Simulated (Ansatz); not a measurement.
# Ru: one atom moved over a plane

This session takes Ru and sets out to map the energy of atom 1 (Ru) over a plane.

Method: DFT PBEsol, scalar-relativistic, plane waves, PAW, in Ansatz 0.2.0.

## 1. Starting point

The structure is hexagonal, space group P6_3/mmc (No. 194). Conventional cell: a = 2.706 Å, b = 2.706 Å, c = 4.282 Å, α = 90.00°, β = 90.00°, γ = 120.00°. Ru (site symmetry -6m2) has 12 Ru at 2.65 to 2.71 Å in its first shell of neighbours.

Coordinates:

```cif
data_structure
_symmetry_space_group_name_H-M 'P6_3/mmc'
_symmetry_Int_Tables_number 194
_cell_length_a 2.7058
_cell_length_b 2.7058
_cell_length_c 4.2819
_cell_angle_alpha 90.000
_cell_angle_beta 90.000
_cell_angle_gamma 120.000
_cell_volume 27.15
loop_
_atom_site_label
_atom_site_type_symbol
_atom_site_symmetry_multiplicity
_atom_site_Wyckoff_symbol
_atom_site_fract_x
_atom_site_fract_y
_atom_site_fract_z
_atom_site_occupancy
Ru1 Ru 2 c 0.33333 0.66667 0.25000 1
```

The cell is taken as given, not relaxed at this level.

## 2. The reference cell

The reference gives a free energy of -11633.0065 eV, pressure -6.26 GPa, largest force 0.000 eV/Å and gap on the mesh none (metal). It was computed beforehand with the settings of the runs below.

## 3. The scan: one atom moved over a plane

Atom 1 (Ru) is moved by p along (1.000, 0.000, 0.000) and q along (0.000, 1.000, 0.000) (Å), all else fixed; its images in the other cells move with it. Points alike by symmetry are run once.

## 4. p = -0.450, q = -0.450

File input.yaml:

```yaml
crystal:
  lattice:
    - [2.7057993342, 0.0, 0.0]
    - [-1.3528996671, 2.343290961, 0.0]
    - [0.0, 0.0, 4.2819]
  atoms:
    - { symbol: Ru, position: [0.0710050771, 0.4746290548, 0.25] }
    - { symbol: Ru, position: [0.6666666667, 0.3333333333, 0.75] }
basis:
  ecutwfc: 420
kpoints:
  mp_grid: { grid: [24, 24, 12] }
hamiltonian:
  xc: pbesol
scf:
  occupations: { method: gaussian, width: 0.15 }
output:
  forces: true
  stress: true
  eigenvalues: true
```

On the command line:

```
ansatz run input.yaml --threads 1 --pin off --max-ram 2560MiB --backend cpu --events-out ev --progress --plain --runs-dir out
```

## 5. Point p = -0.450, q = 0.000

input.yaml: that of step 4 with these lines changed.

```diff
@@ -6,3 +6,3 @@
   atoms:
-    - { symbol: Ru, position: [0.0710050771, 0.4746290548, 0.25] }
+    - { symbol: Ru, position: [0.167023883, 0.6666666667, 0.25] }
     - { symbol: Ru, position: [0.6666666667, 0.3333333333, 0.75] }
```

## 6. At p = -0.450, q = 0.450

input.yaml: that of step 5 with these lines changed.

```diff
@@ -6,3 +6,3 @@
   atoms:
-    - { symbol: Ru, position: [0.167023883, 0.6666666667, 0.25] }
+    - { symbol: Ru, position: [0.2630426889, 0.8587042785, 0.25] }
     - { symbol: Ru, position: [0.6666666667, 0.3333333333, 0.75] }
```

## 7. Point p = 0.000, q = -0.450

input.yaml: that of step 6 with these lines changed.

```diff
@@ -6,3 +6,3 @@
   atoms:
-    - { symbol: Ru, position: [0.2630426889, 0.8587042785, 0.25] }
+    - { symbol: Ru, position: [0.2373145274, 0.4746290548, 0.25] }
     - { symbol: Ru, position: [0.6666666667, 0.3333333333, 0.75] }
```

## 8. p = 0.000, q = 0.450

input.yaml: that of step 7 with these lines changed.

```diff
@@ -6,3 +6,3 @@
   atoms:
-    - { symbol: Ru, position: [0.2373145274, 0.4746290548, 0.25] }
+    - { symbol: Ru, position: [0.4293521393, 0.8587042785, 0.25] }
     - { symbol: Ru, position: [0.6666666667, 0.3333333333, 0.75] }
```

## 9. p = -0.450, q = -0.225

input.yaml: that of step 8 with these lines changed.

```diff
@@ -6,3 +6,3 @@
   atoms:
-    - { symbol: Ru, position: [0.4293521393, 0.8587042785, 0.25] }
+    - { symbol: Ru, position: [0.11901448, 0.5706478607, 0.25] }
     - { symbol: Ru, position: [0.6666666667, 0.3333333333, 0.75] }
```

## 10. Point p = -0.450, q = 0.225

input.yaml: that of step 9 with these lines changed.

```diff
@@ -6,3 +6,3 @@
   atoms:
-    - { symbol: Ru, position: [0.11901448, 0.5706478607, 0.25] }
+    - { symbol: Ru, position: [0.215033286, 0.7626854726, 0.25] }
     - { symbol: Ru, position: [0.6666666667, 0.3333333333, 0.75] }
```

## 11. p = -0.225, q = -0.450

input.yaml: that of step 10 with these lines changed.

```diff
@@ -6,3 +6,3 @@
   atoms:
-    - { symbol: Ru, position: [0.215033286, 0.7626854726, 0.25] }
+    - { symbol: Ru, position: [0.1541598022, 0.4746290548, 0.25] }
     - { symbol: Ru, position: [0.6666666667, 0.3333333333, 0.75] }
```

(Steps that only read results are left out.)

Before running it: what results should come out? Wanted: highest point; lowest point away from the origin.

As calculated:

| quantity | value |
| --- | --- |
| highest point | 1.123 eV/cell at (p, q) = (-0.450, 0.450) |
| lowest point away from the origin | 0.606 eV/cell at (0.000, 0.450) |

**Reading.** The undisturbed cell is the lowest computed point.
